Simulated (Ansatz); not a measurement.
The slice is one period of a {100} plane through atoms; its size isn't given.

Method: PBEsol (plane waves to 420 eV, PAW, scalar-relativistic; Ansatz, an electronic-structure program). Near the nuclei the fields are pseudised (PAW); where an atom keeps semicore shells as valence, they peak there.

```
|@@@@%%#*+==-----------==+*#%%@@@|
|@@@%%##*+==-----------==+*##%%@@|
|@@%%%#*++=----:::::----=++*#%%%@|
|%%%%#**+==---:::::::---==+**#%%%|
|%%##**+==---:::::::::---==+**##%|
|###**++=---:::::::::::---=++**##|
|***++===--:::::...:::::--===++**|
|++++==---:::.........:::---==+++|
|=====---:::...........:::---====|
|===----:::.............:::----==|
|------:::....       ....:::-----|
|-----:::....         ....:::----|
|----::::...           ...::::---|
|---:::::...           ...:::::--|
|---::::....           ....::::--|
|---::::....           ....::::--|
|---::::....           ....::::--|
|---:::::...           ...:::::--|
|----::::...           ...::::---|
|-----:::....         ....:::----|
|------:::....       ....:::-----|
|===----:::.............:::----==|
|=====---:::...........:::---====|
|++++==---:::.........:::---==+++|
|***++===--:::::...:::::--===++**|
|###**++=---:::::::::::---=++**##|
|%%##**+==---:::::::::---==+**##%|
|%%%%#**+==---:::::::---==+**#%%%|
|@@%%%#*++=----:::::----=++*#%%%@|
|@@@%%##*+==-----------==+*##%%@@|
|@@@@%%#*+==-----------==+*#%%@@@|
|@@@@%%#*+==-----------==+*#%%@@@|
```
Scale: ten equal steps from -1.59 (start of ' ') to 1.12 (end of '@'), in the order ' .:-=+*#%@'. Values: log₁₀ of the valence density in e/Å³. The map has 32 points along u (one character each, u = 0 at the left) and 32 along v (v = 0 in the bottom row). The scale is logarithmic, as a density can span decades between atoms and voids.

```
|xxxx :=+*+==+#%@@@%#+==+*+=: xxx|
|xxxx :=*+===+#%@@@%#+===+*=: xxx|
|xxx .-+*+===+*#%%%#*+===+*+-. xx|
|   .-+**+===++*###*++===+**+-.  |
|.::-+**+==-==++***++==-==+**+-::|
|===+**++=---=========---=++**+==|
|++***++=-----------------=++***+|
|**+++==----:::::::::::----==+++*|
|++====---:::.........:::---====+|
|=====----::...........::----====|
|======--::..         ..::--=====|
|+++++==-:..           ..:-==++++|
|###*++=-:..           ..:-=++*##|
|%%%#*+=-:..           ..:-=+*#%%|
|@@@%#*=-:..           ..:-=*#%@@|
|@@@%#*=-:..           ..:-=*#%@@|
|@@@%#*=-:..           ..:-=*#%@@|
|%%%#*+=-:..           ..:-=+*#%%|
|###*++=-:..           ..:-=++*##|
|+++++==-:..           ..:-==++++|
|======--::..         ..::--=====|
|=====----::...........::----====|
|++====---:::.........:::---====+|
|**+++==----:::::::::::----==+++*|
|++***++=-----------------=++***+|
|===+**++=---=========---=++**+==|
|.::-+**+==-==++***++==-==+**+-::|
|   .-+**+===++*###*++===+**+-.  |
|xxx .-+*+===+*#%%%#*+===+*+-. xx|
|xxxx :=*+===+#%@@@%#+===+*=: xxx|
|xxxx :=+*+==+#%@@@%#+==+*+=: xxx|
|xxxx .=+*+==+#%@@@%#+==+*+=. xxx|
```
Scale: ten equal steps from 0.02 (start of ' ') to 0.39 (end of '@'), in the order ' .:-=+*#%@'. Values: electron localisation function (ELF). The map has 32 points along u (one character each, u = 0 at the left) and 32 along v (v = 0 in the bottom row). Points within 0.4 Å of a nucleus are blanked (x), as the pseudised field means little there.

Task: Which relaxed crystal do these maps come from?
A) InN (zinc blende)
B) AgI (zinc blende)
C) CuCl (zinc blende)
D) GaAs (zinc blende)

Result: A, InN (zinc blende). Atoms on the slice: In at (0.00, 0.00)

All were relaxed with their symmetry unable to fall. At this level the bands of InN touch or barely overlap; measurements give the solid a gap. CuCl is run without spin polarisation. Spin-orbit coupling is left out.
